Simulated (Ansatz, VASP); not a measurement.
**Pb: VASP beside Ansatz**

File INCAR:

```
PREC = Accurate ; ENCUT = 520
EDIFF = 1E-6 ; ISMEAR = -1
SIGMA = 0.1 ; LREAL = False
LASPH = True ; NELM = 60
ALGO = Normal ; ISIF = 2
LWAVE = False ; LCHARG = False
GGA = PE ; NBANDS = 13
```

Contents of KPOINTS:

```
regular mesh
0
Gamma
  13 13 12
```

File POSCAR:

```
Pb
1.0
    3.0447443335      0.0000000000      0.0000000000
   -1.5223721667      2.6368259408      0.0000000000
    0.0000000000      0.0000000000      2.8863357646
Pb
1
Direct
    0.0000000000      0.0000000000      0.0000000000
```

Input for Ansatz:

```yaml
crystal:
  lattice:
    - [3.0447443335, 0.0, 0.0]
    - [-1.5223721667, 2.6368259408, 0.0]
    - [0.0, 0.0, 2.8863357646]
  atoms:
    - { symbol: Pb, position: [0.0, 0.0, 0.0] }
kpoints:
  mp_grid: { grid: [13, 13, 12] }
scf:
  occupations: { method: fermi_dirac, width: 0.1 }
hamiltonian:
  xc: pbe
  pseudopotentials: { kind: all_electron, lapw: { basis_error: 0.001 } }
output:
  forces: true
  stress: true
  eigenvalues: true
  populations: true
```

Change from the starting cell: volume scaled by 0.7, LAPW.

Alike in both runs: task single point; functional PBE; k mesh 13 × 13 × 12; occupations fermi-dirac, width 0.1 eV; no spin polarisation.

|  | VASP | Ansatz |
| --- | --- | --- |
| version | VASP 6.6.1 | Ansatz 0.2.0 |
| potentials or method | VASP PAW PBE potentials, release 64 (Pb_d) | all-electron LAPW, scalar-relativistic |
| plane-wave cutoff (eV) | 520 | see its input |

|  | VASP | Ansatz | Ansatz less VASP |
| --- | --- | --- | --- |
| pressure (GPa) | 32.1 | 32.2 | +0.14 |

Ansatz ran all-electron here, so the differences hold the error of VASP's frozen core and of both bases.

Caveats: so large a pressure means that the cell lies far from this level's equilibrium, or that cutoff or potentials fall short (VASP). The runs have no spin-orbit coupling, so splittings on Pb are missing.
